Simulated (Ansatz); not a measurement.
## WC: ideal shear of a crystal plane

Level of theory: DFT PBE, scalar-relativistic, plane waves, PAW in Ansatz 0.2.0. The runs took a 420 eV cutoff, a Γ-centred 19×19×7 mesh and Gaussian smearing (0.15 eV). Spin–orbit coupling is left out, which can shift energies with elements as heavy as these. No spin polarisation. Energies are free energies at this smearing, counted from the undisturbed cell; pressure is positive in compression.

Reference structure (relaxed at this level; this rock-salt form isn't the usual structure):

```
W C
1.0
    -2.19001   -2.19001    0.00000
     2.19001   -2.19001    0.00000
     0.00000    0.00000    8.76004
W C
4 4
Direct
  0.50000 0.50000 0.12500
  0.00000 0.00000 0.37500
  0.50000 0.50000 0.62500
  0.00000 0.00000 0.87500
  0.00000 0.00000 0.12500
  0.50000 0.50000 0.37500
  0.00000 0.00000 0.62500
  0.50000 0.50000 0.87500
```

The cut lies on the cell's a–b face, a (0 0 1) plane (indices in the standard cell, whose axes needn't be the Cartesian ones shown) of area 9.59 Å², between layers 2.19 Å apart. Vector c is tilted by f times 1·a + 0·b (length 3.097 Å) with the atoms' Cartesian places fixed: one unrelaxed fault a cell. The traction is dγ/du, the slope of γ against the slip u in Å. Some rows repeat others by symmetry and weren't run.

| f | γ (mJ/m²) | traction (GPa) |
| --- | --- | --- |
| 0.0000 | 0 | 0.0 |
| 0.1000 | 118 | 7.1 |
| 0.2000 | 493 | 18.1 |
| 0.3000 | 1206 | 25.7 |
| 0.4000 | 1902 | 16.1 |
| 0.5000 | 2147 | 0.0 |
| 0.6000 | 1902 | -16.1 |
| 0.7000 | 1206 | -25.7 |
| 0.8000 | 493 | -18.1 |
| 0.9000 | 118 | -7.1 |

**Question.** Read off the first barrier and the stress needed to climb it, and compare with Frenkel's sinusoid.

**Answer.** The first sampled maximum lies at f = 0.500, a slip of 1.55 Å, with γ ≈ 2147 mJ/m², which stands in for the unstable fault energy γ_us, and the steepest sampled slope before it is 25.7 GPa. A sinusoid γ = γ_us sin²(πu/λ) with its maximum there has λ = 3.10 Å and a largest slope πγ_us/λ = 21.8 GPa (1 mJ/m² per Å = 0.01 GPa).

**Question.** Is there a metastable fault on this line?

**Answer.** Apart from points where γ returns to about zero, no local minimum shows among the samples, so at this sampling the line offers no fault for a dislocation to split on; a fault can still lie off the line.

The cut is rigid; relaxing the faces lowers these energies and usually the stresses.

In a metal these slopes depend on the k mesh and the smearing.

Cost: 6 runs of about 11 core-minutes in all, on Arm Neoverse V1 (shared hosts).